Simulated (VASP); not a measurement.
# Al2O3 (P-6m2) in VASP: further runs

The runs below take Al2O3 through electric field gradients, core levels, with PBE.

Everything below comes from runs of VASP 6.6.1. Logs are shortened: lines on timing, memory, paths and dates and some standing lists are left out, and cuts for length are marked.

## Step 1: The structure

Symmetry: P-6m2, No. 187, hexagonal system. The conventional cell has a = 2.884 Å, b = 2.884 Å, c = 9.337 Å, α = 90.00°, β = 90.00°, γ = 120.00°. Al (site symmetry 3m) is surrounded by 3 O at 1.80 Å. O (site symmetry 3m) is surrounded by 3 Al at 1.80 Å. Around O (site symmetry -6m2) lie 6 Al at 2.18 Å.

Measurements of this composition are mostly on another form, of space group No. 167.

## Step 2: Electric field gradients, PBE

The input, INCAR:

```
ALGO = Fast ; EDIFF = 1E-8
ENCUT = 520 ; GGA = PE
ISIF = 2 ; ISMEAR = 0
LASPH = T ; LCHARG = F
LEFG = T ; LREAL = F
LWAVE = F ; NELM = 100
PREC = Accurate ; SIGMA = 0.02
```

The input, KPOINTS:

```
k-points
0
Gamma
  11 11 3
```

The input, POSCAR:

```
Al2O3
1.0
    2.8843249483      0.0000000000      0.0000000000
   -1.4421624742      2.4978986780      0.0000000000
    0.0000000000      0.0000000000      9.3367544600
Al O
2 3
Direct
    0.0000000000      0.0000000000      0.8500076700
    0.0000000000      0.0000000000      0.1499923300
    0.3333333333      0.6666666667      0.7776830800
    0.6666666667      0.3333333333      0.0000000000
    0.3333333333      0.6666666667      0.2223169200
```

Potentials or basis: VASP PAW PBE potentials, release 64 (Al, O).

The run is started by

```
> cat potpaw_PBE.64/Al/POTCAR potpaw_PBE.64/O/POTCAR > POTCAR
> mpirun -np 1 vasp_std > vasp.out
```

OUTCAR:

```text
EDIFF = 1E-8
   ENCUT = 520
   GGA = PE
   ISIF = 2
   ISMEAR = 0
   LASPH = T
   LREAL = F
   NELM = 100
   PREC = Accurate

 ion  position               nearest neighbor table
   1  0.000  0.000  0.850-   3 1.80   3 1.80   3 1.80   4 2.18   4 2.18   4 2.18   2 2.80
   2  0.000  0.000  0.150-   5 1.80   5 1.80   5 1.80   4 2.18   4 2.18   4 2.18   1 2.80
   3  0.333  0.667  0.778-   1 1.80   1 1.80   1 1.80
   4  0.667  0.333  0.000-   1 2.18   2 2.18   1 2.18   2 2.18   1 2.18   2 2.18
   5  0.333  0.667  0.222-   2 1.80   2 1.80   2 1.80

  LATTYP: Found a hexagonal cell.
 ALAT       =     2.8843249483
 C/A-ratio  =     3.2370674689

  Lattice vectors:

 A1 = (   2.8843249483,   0.0000000000,   0.0000000000)
 A2 = (  -1.4421624742,   2.4978986780,   0.0000000000)
 A3 = (   0.0000000000,   0.0000000000,   9.3367544600)

Analysis of symmetry for initial positions (statically):
=====================================================================
 Subroutine PRICEL returns:
 Original cell was already a primitive cell.

 Routine SETGRP: Setting up the symmetry group for a
 hexagonal supercell.

 Subroutine GETGRP returns: Found 12 space group operations
 (whereof 12 operations were pure point group operations)
 out of a pool of 24 trial point group operations.

The static configuration has the point symmetry D_3h.

Analysis of symmetry for dynamics (positions and initial velocities):
=====================================================================
 Subroutine PRICEL returns:
 Original cell was already a primitive cell.

 Routine SETGRP: Setting up the symmetry group for a
 hexagonal supercell.

 Subroutine GETGRP returns: Found 12 space group operations
 (whereof 12 operations were pure point group operations)
 out of a pool of 24 trial point group operations.

The dynamic configuration has the point symmetry D_3h.

 Subroutine INISYM returns: Found 12 space group operations
 (whereof 12 operations are pure point group operations),
 and found     1 'primitive' translations

----------------------------------------------------------------------------------------

                                     Primitive cell

  volume of cell :      67.2690

  direct lattice vectors                    reciprocal lattice vectors
     2.884324948  0.000000000  0.000000000     0.346701574  0.200168247  0.000000000
    -1.442162474  2.497898678  0.000000000     0.000000000  0.400336494  0.000000000
     0.000000000  0.000000000  9.336754460     0.000000000  0.000000000  0.107103598

  length of vectors
     2.884324948  2.884324948  9.336754460     0.400336494  0.400336494  0.107103598

  position of ions in fractional coordinates (direct lattice)
     0.000000000  0.000000000  0.850007670
     0.000000000  0.000000000  0.149992330
     0.333333333  0.666666667  0.777683080
     0.666666667  0.333333333  0.000000000
     0.333333333  0.666666667  0.222316920

  ion indices of the primitive-cell ions
   primitive index   ion index
                 1           1
                 2           2
                 3           3
                 4           4
                 5           5

----------------------------------------------------------------------------------------

 KPOINTS: k-points

Automatic generation of k-mesh.
 Grid dimensions read from file:
 generate k-points for:   11   11    3

 Generating k-lattice:

  Cartesian coordinates                     Fractional coordinates (reciprocal lattice)
     0.031518325  0.018197113  0.000000000     0.090909091  0.000000000  0.000000000
     0.000000000  0.036394227  0.000000000     0.000000000  0.090909091  0.000000000
     0.000000000  0.000000000  0.035701199     0.000000000  0.000000000  0.333333333

  Length of vectors
[... 45 lines left out ...]
 SYSTEM =  unknown system
   PREC   = accura    normal or accurate (medium, high low for compatibility)
   ISTART =      0    job   : 0-new  1-cont  2-samecut
   ICHARG =      2    charge: 1-file 2-atom 10-const
   ISPIN  =      1    spin polarized calculation?
   LNONCOLLINEAR =      F non collinear calculations
   LSORBIT =      F    spin-orbit coupling
   LASPH  =      T    aspherical Exc in radial PAW
   ENCUT  =  520.0 eV  38.22 Ry    6.18 a.u.   5.36  5.36 17.36*2*pi/ulx,y,z
   NELM   =    100;   NELMIN=  2; NELMDL= -5     # of ELM steps
   EDIFF  = 0.1E-07   stopping-criterion for ELM
   LREAL  =      F    real-space projection
   EDIFFG = 0.1E-06   stopping-criterion for IOM
   NSW    =      0    number of steps for IOM
   IBRION =     -1    ionic relax: 0-MD 1-quasi-New 2-CG
   NFREE  =      0    steps in history (QN), initial steepest desc. (CG)
   ISIF   =      2    stress and relaxation
   ISYM   =      2    0-nonsym 1-usesym 2-fastsym
   POTIM  = 0.5000    time-step for ionic-motion
   TEBEG  =    0.0;   TEEND  =   0.0 temperature during run
   PSTRESS=    0.0 pullay stress
   NELECT =      24.0000    total number of electrons
   NUPDOWN=      -1.0000    fix difference up-down
   EMIN   =  10.00;   EMAX   =-10.00  energy-range for DOS
   EFERMI =   0.00;   METHOD = LEGACY
   ISMEAR =     0;   SIGMA  =   0.02  broadening in eV -4-tet -1-fermi 0-gaus
   EFERMI_NEDOS =   21; number of points for ismear=-14 and -15
   IALGO  =     68    algorithm
   IMIX   =      4    mixing-type and parameters
     AMIX     =   0.40;   BMIX     =  1.00
     AMIX_MAG =   1.60;   BMIX_MAG =  1.00
  volume/ion in A,a.u.               =      13.45        90.79
  Fermi-wavevector in a.u.,A,eV,Ry     =   1.161111  2.194181 18.343074  1.348178
  Thomas-Fermi vector in A             =   2.297686
   LORBIT       =      0    0 simple, 1 ext, 2 COOP (PROOUT), +10 PAW based schemes
   GGA     = PE    functional components
   LHFCALC =     F    Hartree Fock is set to
   AEXX    =    0.0000 exact exchange contribution
   IVDW    =     0    specifies the selected vdW correction
   LEPSILON=     F    determine dielectric tensor
   LRPA    =     F    only Hartree local field effects (RPA)
 non-spin polarized calculation
 RMM-DIIS sequential band-by-band and
 Gauss-broadening in eV      SIGMA  =   0.02
  energy-cutoff  :      520.00
  volume of cell :       67.27
 maximum number of plane-waves:      1841
 NGX is ok and might be reduce to    24
   NGX = 11   NGY = 11   NGZ = 35

 number of electron      23.9999983 magnetization

 Free energy of the ion-electron system (eV)
  ---------------------------------------------------
  ext. energy  EPLUGINS =         0.00000000
  ---------------------------------------------------
  free energy    TOTEN  =       -36.38494602 eV

  energy without entropy =      -36.38494602  energy(sigma->0) =      -36.38494602

 E-fermi :   1.0238     XC(G=0):  -8.5311

 val. band max:        0.8791728598   @ k =   0.0909   0.0909   0.0000
 cond. band min:       5.6506072963   @ k =   0.0000   0.0000   0.0000
 fundamental gap:      4.7714344364
 Fermi energy:         1.0238070621

 k-point     1 :       0.0000    0.0000    0.0000
  band No.  band energies     occupation
      1     -17.8172      2.00000
      2     -16.8011      2.00000
      3     -15.6203      2.00000
      4      -4.0787      2.00000
      5      -1.2336      2.00000
      6      -0.5957      2.00000
[... 433 lines left out ...]
      3     -15.4208      2.00000
      4      -3.9360      2.00000
      5      -2.8829      2.00000
      6      -2.2294      2.00000
[... 8 lines left out ...]
     15      10.4484      0.00000
     16      11.4158      0.00000

 [... further k-points ...]
[... 5 lines left out ...]
  --------------------------------------------------------------------------------------
  -------------------------------------------------------------------------------------
  Total        0.0689825      0.0689825     -0.0391413     -0.0000000     -0.0000000      0.0000000
  in kB        1.6429876      1.6429876     -0.9322469     -0.0000000     -0.0000000      0.0000000
  external PRESSURE =       0.7845761 kB  Pullay stress =       0.0000000 kB

 VOLUME and BASIS-vectors are now :
 -----------------------------------------------------------------------------
  energy-cutoff  :      520.00
  volume of cell :       67.27
      direct lattice vectors                 reciprocal lattice vectors
     2.884324948  0.000000000  0.000000000     0.346701574  0.200168247  0.000000000
    -1.442162474  2.497898678  0.000000000     0.000000000  0.400336494  0.000000000
     0.000000000  0.000000000  9.336754460     0.000000000  0.000000000  0.107103598

 POSITION                                       TOTAL-FORCE (eV/Angst)
 -----------------------------------------------------------------------------------
      0.00000      0.00000      7.93631        -0.000000      0.000000      0.004662
      0.00000      0.00000      1.40044         0.000000     -0.000000     -0.004662
     -0.00000      1.66527      7.26104        -0.000000     -0.000000     -0.012898
      1.44216      0.83263      0.00000         0.000000     -0.000000      0.000000
     -0.00000      1.66527      2.07572        -0.000000     -0.000000      0.012898
 -----------------------------------------------------------------------------------
    total drift:                                0.000000     -0.000000      0.000000

  FREE ENERGIE OF THE ION-ELECTRON SYSTEM (eV)
  ---------------------------------------------------
  free  energy   TOTEN  =       -36.3849460190 eV

  energy  without entropy=      -36.3849460190  energy(sigma->0) =      -36.38494602

 Electric field gradients (V/A^2)
---------------------------------------------------------------------
 ion       V_xx      V_yy      V_zz      V_xy      V_xz      V_yz
---------------------------------------------------------------------
   1     -18.348   -18.348    36.697    -0.000     0.000    -0.000
   2     -18.348   -18.348    36.697    -0.000    -0.000     0.000
   3      21.351    21.351   -42.703    -0.000     0.000    -0.000
   4       4.833     4.833    -9.666    -0.000     0.000    -0.000
   5      21.351    21.351   -42.703    -0.000    -0.000     0.000
---------------------------------------------------------------------

 Electric field gradients after diagonalization (V/A^2)
 (convention: |V_zz| > |V_xx| > |V_yy|)
----------------------------------------------------------------------
 ion       V_xx      V_yy      V_zz     asymmetry (V_yy - V_xx)/ V_zz
----------------------------------------------------------------------
   1     -18.348   -18.348    36.697       0.000
   2     -18.348   -18.348    36.697       0.000
   3      21.351    21.351   -42.703       0.000
   4       4.833     4.833    -9.666       0.000
   5      21.351    21.351   -42.703       0.000
----------------------------------------------------------------------

           NMR quadrupolar parameters

 Cq : quadrupolar parameter    Cq=e*Q*V_zz/h
 eta: asymmetry parameters     (V_yy - V_xx)/ V_zz
 Q  : nuclear electric quadrupole moment in mb (millibarn)
----------------------------------------------------------------------
 ion       Cq(MHz)       eta       Q (mb)
----------------------------------------------------------------------
   1       0.089       0.000       1.000
   2       0.089       0.000       1.000
   3      -0.103       0.000       1.000
   4      -0.023       0.000       1.000
   5      -0.103       0.000       1.000
----------------------------------------------------------------------
```

It took 46 s on 1 thread of AMD EPYC 9R45 (Zen 5), shared host; peak memory 0.16 GiB.

What came out:

```
Free energy            : -36.3849 eV
Pressure               : 0.1 GPa
Largest force          : 0.013 eV/Å
Band gap on the k mesh : 4.77 eV, indirect (least direct gap 5.01 eV)
```

Forces on the atoms (eV/Å):
```
Al   0.000  0.000  0.005
Al   0.000  0.000 -0.005
O    0.000  0.000 -0.013
O    0.000  0.000  0.000
O    0.000  0.000  0.013
```

Stress tensor (GPa, compression positive):
```
 0.16  0.00  0.00
 0.00  0.16  0.00
 0.00  0.00 -0.09
```

Levels at points of the mesh, in eV from the valence-band top:
```csv
k point,band 8,band 9,band 10,band 11,band 12,band 13,band 14,band 15,band 16
"(0.00, 0.00, 0.00)",-1.25,-1.25,-0.53,-0.53,-0.24,4.77,7.40,7.81,9.14
```

Electric field gradients, principal values (V/Å²):
| atom | Vxx | Vyy | Vzz |
| --- | --- | --- | --- |
| 1 Al | -18.348 | -18.348 | 36.697 |
| 2 Al | -18.348 | -18.348 | 36.697 |
| 3 O | 21.351 | 21.351 | -42.703 |
| 4 O | 4.833 | 4.833 | -9.666 |
| 5 O | 21.351 | 21.351 | -42.703 |

Caveat: an odd mesh through Γ misses points on the zone boundary, where band edges often lie. A hybrid or GW would open this gap; PBE tends to underestimate it.

## Step 3: Core levels, PBE

The input, INCAR:

```
SYSTEM = Al2O3
ALGO = Normal
EDIFF = 1E-6
ENCUT = 520
GGA = PE
ICORELEVEL = 1
ISIF = 2
ISMEAR = 0
LASPH = .True.
LCHARG = .False.
LREAL = .False.
LWAVE = .False.
NELM = 80
PREC = Accurate
SIGMA = 0.02
```

The input, KPOINTS:

```
k-points
0
Gamma
  11 11 3
  0 0 0
```

POSCAR is that of step 2.

Potentials or basis: VASP PAW PBE potentials, release 64 (Al, O).

The run is started by

```
> cat potpaw_PBE.64/Al/POTCAR potpaw_PBE.64/O/POTCAR > POTCAR
> mpirun -np 1 vasp_std > vasp.out
```

OUTCAR:

```text
SYSTEM = Al2O3
   EDIFF = 1E-6
   ENCUT = 520
   GGA = PE
   ISIF = 2
   ISMEAR = 0
   LASPH = .True.
   LREAL = .False.
   NELM = 80
   PREC = Accurate

 ion  position               nearest neighbor table
   1  0.000  0.000  0.850-   3 1.80   3 1.80   3 1.80   4 2.18   4 2.18   4 2.18   2 2.80
   2  0.000  0.000  0.150-   5 1.80   5 1.80   5 1.80   4 2.18   4 2.18   4 2.18   1 2.80
   3  0.333  0.667  0.778-   1 1.80   1 1.80   1 1.80
   4  0.667  0.333  0.000-   1 2.18   2 2.18   1 2.18   2 2.18   1 2.18   2 2.18
   5  0.333  0.667  0.222-   2 1.80   2 1.80   2 1.80

  LATTYP: Found a hexagonal cell.
 ALAT       =     2.8843249483
 C/A-ratio  =     3.2370674689

  Lattice vectors:

 A1 = (   2.8843249483,   0.0000000000,   0.0000000000)
 A2 = (  -1.4421624742,   2.4978986780,   0.0000000000)
 A3 = (   0.0000000000,   0.0000000000,   9.3367544600)

Analysis of symmetry for initial positions (statically):
=====================================================================
[... 187 lines left out ...]
 E-fermi :   1.0130     XC(G=0):  -8.5311

 val. band max:        0.8791500509   @ k =   0.0909   0.0909   0.0000
 cond. band min:       5.6506818277   @ k =   0.0000   0.0000   0.0000
 fundamental gap:      4.7715317769
 Fermi energy:         1.0129531343

 k-point     1 :       0.0000    0.0000    0.0000
  band No.  band energies     occupation
      1     -17.8172      2.00000
      2     -16.8013      2.00000
      3     -15.6202      2.00000
      4      -4.0785      2.00000
      5      -1.2338      2.00000
      6      -0.5957      2.00000
[... 264 lines left out ...]
      5      -4.3397      2.00000
      6      -3.3567      2.00000
[... 8 lines left out ...]
     15      11.4999      0.00000
     16      12.3433      0.00000

 k-point    16 :       0.3636    0.2727    0.0000

------------------------ aborting loop because EDIFF is reached ----------------------------------------

  FORCE on cell =-STRESS in cart. coord.  units (eV):
  Direction    XX          YY          ZZ          XY          YZ          ZX
  --------------------------------------------------------------------------------------
  -------------------------------------------------------------------------------------
  Total        0.0701648      0.0701648     -0.0376046     -0.0000000     -0.0000000      0.0000000
  in kB        1.6711486      1.6711486     -0.8956473     -0.0000000     -0.0000000      0.0000000
  external PRESSURE =       0.8155500 kB  Pullay stress =       0.0000000 kB

 VOLUME and BASIS-vectors are now :
 -----------------------------------------------------------------------------
  energy-cutoff  :      520.00
  volume of cell :       67.27
      direct lattice vectors                 reciprocal lattice vectors
     2.884324948  0.000000000  0.000000000     0.346701574  0.200168247  0.000000000
    -1.442162474  2.497898678  0.000000000     0.000000000  0.400336494  0.000000000
     0.000000000  0.000000000  9.336754460     0.000000000  0.000000000  0.107103598

 POSITION                                       TOTAL-FORCE (eV/Angst)
 -----------------------------------------------------------------------------------
      0.00000      0.00000      7.93631         0.000000     -0.000000      0.004642
      0.00000      0.00000      1.40044         0.000000      0.000000     -0.004642
     -0.00000      1.66527      7.26104         0.000000     -0.000000     -0.012670
      1.44216      0.83263      0.00000        -0.000000      0.000000      0.000000
     -0.00000      1.66527      2.07572        -0.000000     -0.000000      0.012670
 -----------------------------------------------------------------------------------
    total drift:                                0.000000     -0.000000      0.000000

  FREE ENERGIE OF THE ION-ELECTRON SYSTEM (eV)
  ---------------------------------------------------
  free  energy   TOTEN  =       -36.3849460039 eV

  energy  without entropy=      -36.3849460039  energy(sigma->0) =      -36.38494600
```

OSZICAR:

```text
N       E                     dE             d eps       ncg     rms          rms(c)
DAV:   1     0.140040884455E+03    0.14004E+03   -0.12488E+04  1024   0.133E+03
DAV:   2    -0.320072532679E+02   -0.17205E+03   -0.16931E+03  1296   0.298E+02
DAV:   3    -0.408246983262E+02   -0.88174E+01   -0.88047E+01  1344   0.786E+01
DAV:   4    -0.409102982907E+02   -0.85600E-01   -0.85575E-01  1384   0.818E+00
DAV:   5    -0.409118452595E+02   -0.15470E-02   -0.15469E-02  1376   0.988E-01    0.128E+01
DAV:   6    -0.364364315590E+02    0.44754E+01   -0.20205E+01  1256   0.337E+01    0.458E+00
DAV:   7    -0.364175184449E+02    0.18913E-01   -0.42013E-01  1376   0.509E+00    0.249E+00
DAV:   8    -0.363904870597E+02    0.27031E-01   -0.63160E-02  1384   0.266E+00    0.868E-01
DAV:   9    -0.363846013349E+02    0.58857E-02   -0.23983E-02  1392   0.150E+00    0.187E-01
DAV:  10    -0.363849522052E+02   -0.35087E-03   -0.42116E-03  1216   0.494E-01    0.135E-01
DAV:  11    -0.363851407173E+02   -0.18851E-03   -0.46053E-03  1224   0.731E-01    0.852E-02
DAV:  12    -0.363849832976E+02    0.15742E-03   -0.83473E-04  1184   0.245E-01    0.481E-02
DAV:  13    -0.363849611882E+02    0.22109E-04   -0.44771E-04  1296   0.184E-01    0.296E-02
DAV:  14    -0.363849455722E+02    0.15616E-04   -0.81528E-05  1464   0.959E-02    0.702E-03
DAV:  15    -0.363849460567E+02   -0.48446E-06   -0.10970E-05  1312   0.273E-02    0.256E-03
DAV:  16    -0.363849460039E+02    0.52853E-07   -0.79157E-07   952   0.883E-03
   1 F= -.36384946E+02 E0= -.36384946E+02  d E =-.806755E-23
```

It took 29 s on 1 thread of AMD EPYC 9R45 (Zen 5), shared host; peak memory 0.16 GiB.

What came out:

```
Free energy            : -36.3849 eV
Pressure               : 0.1 GPa
Largest force          : 0.013 eV/Å
Band gap on the k mesh : 4.77 eV, indirect (least direct gap 5.01 eV)
```

Forces in eV/Å, atoms in the order of the input:
```
Al   0.000  0.000  0.005
Al   0.000  0.000 -0.005
O    0.000  0.000 -0.013
O    0.000  0.000  0.000
O    0.000  0.000  0.013
```

Stress tensor (GPa, compression positive):
```
 0.17  0.00  0.00
 0.00  0.17  0.00
 0.00  0.00 -0.09
```

Levels at points of the mesh, in eV from the valence-band top:
| k point | band 8 | band 9 | band 10 | band 11 | band 12 | band 13 | band 14 | band 15 | band 16 |
| --- | --- | --- | --- | --- | --- | --- | --- | --- | --- |
| (0.00, 0.00, 0.00) | -1.25 | -1.25 | -0.53 | -0.53 | -0.24 | 4.77 | 7.40 | 7.81 | 9.14 |

Core levels (eV, on the scale of the bands):
| atom | levels |
| --- | --- |
| 1 Al | 1s -1502.8, 2s -99.8, 2p -61.3 |
| 2 Al | 1s -1502.8, 2s -99.8, 2p -61.3 |
| 3 O | 1s -502.2 |
| 4 O | 1s -503.2 |
| 5 O | 1s -502.2 |

Caveat: an odd mesh through Γ misses points on the zone boundary, where band edges often lie.
